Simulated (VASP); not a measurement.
# BeTe: relaxed cell and band gap, by functional and dispersion

BeTe, F-43m (no. 216), 2 atoms in the cell.

| Functional | Dispersion | Volume (Å³/atom) | Change from the starting volume (fraction) | Gap, path and mesh (eV) | Time (s) |
|---|---|---|---|---|---|
| PBE | none | 22.78 | 0.072 | 2.02 | 44 |
| PBE+rVV10L | in the functional | 22.52 | 0.060 | 1.91 | 283 |
| rev-vdW-DF2 | in the functional | 22.54 | 0.060 | 1.97 | 346 |
| r2SCAN | D4 | 22.44 | 0.056 | 2.35 | 181 |

Limits: Spin-orbit coupling is left out, and with elements this heavy it changes the gap.

## Input of the first row

INCAR.step1:
```
SYSTEM = BeTe
ALGO = Normal
EDIFF = 1E-7
EDIFFG = -0.002
ENCUT = 600
GGA = PE
GGA_COMPAT = .FALSE.
IBRION = 2
ISIF = 3
ISMEAR = 0
KPAR = 2
LASPH = .TRUE.
LCHARG = .FALSE.
LREAL = .FALSE.
LWAVE = .FALSE.
NELM = 150
NSW = 60
PREC = Accurate
SIGMA = 0.02
```

INCAR.step2, as INCAR.step1 but for:
```
- NSW = 60
+ NSW = 40
```

INCAR.step3, as INCAR.step2 but for:
```
- EDIFFG = -0.002
- IBRION = 2
- ISIF = 3
- NSW = 40
+ ISIF = 2
+ NBANDS = 11
```

KPOINTS:
```
k-points
0
Gamma
  6 6 6
```

KPOINTS_OPT:
```
path GXWKGLUWLK,UX
8
line-mode
reciprocal
 0.0000000000  0.0000000000  0.0000000000  G
 0.5000000000  0.0000000000  0.5000000000  X

 0.5000000000  0.0000000000  0.5000000000  X
 0.5000000000  0.2500000000  0.7500000000  W

 0.5000000000  0.2500000000  0.7500000000  W
 0.3750000000  0.3750000000  0.7500000000  K

 0.3750000000  0.3750000000  0.7500000000  K
 0.0000000000  0.0000000000  0.0000000000  G

 0.0000000000  0.0000000000  0.0000000000  G
 0.5000000000  0.5000000000  0.5000000000  L

 0.5000000000  0.5000000000  0.5000000000  L
 0.6250000000  0.2500000000  0.6250000000  U

 0.6250000000  0.2500000000  0.6250000000  U
 0.5000000000  0.2500000000  0.7500000000  W

 0.5000000000  0.2500000000  0.7500000000  W
 0.5000000000  0.5000000000  0.5000000000  L

 0.5000000000  0.5000000000  0.5000000000  L
 0.3750000000  0.3750000000  0.7500000000  K

 0.6250000000  0.2500000000  0.6250000000  U
 0.5000000000  0.0000000000  0.5000000000  X
```

POSCAR.step1:
```
BeTe
1.0
    0.0000000000      2.7700000000      2.7700000000
    2.7700000000      0.0000000000      2.7700000000
    2.7700000000      2.7700000000      0.0000000000
Te Be
1 1
Direct
    0.7500000000      0.7500000000      0.7500000000
    0.0000000000      0.0000000000      0.0000000000
```

Commands (each step's output is kept before the next begins):
```
cat potpaw_PBE.64/Te/POTCAR potpaw_PBE.64/Be/POTCAR > POTCAR
cp INCAR.step1 INCAR
cp POSCAR.step1 POSCAR
mpirun -np 2 vasp_std > vasp.out
cp CONTCAR POSCAR
rm WAVECAR CHG
cp INCAR.step2 INCAR
mpirun -np 2 vasp_std > vasp.out
cp CONTCAR POSCAR
rm WAVECAR CHG
cp INCAR.step3 INCAR
mpirun -np 2 vasp_std > vasp.out
```

Changes of row 3 against the first:
```
(all steps)
- GGA = PE
+ GGA = MK
+ PARAM1 = 0.1234568
+ PARAM2 = 0.7114
+ ZAB_VDW = -1.8867
+ LUSE_VDW = True
+ AGGAC = 0.0
```

VASP 6.6.1 took 44 s on 2 cores (Intel Xeon Platinum 8488C (Sapphire Rapids)), a shared host.
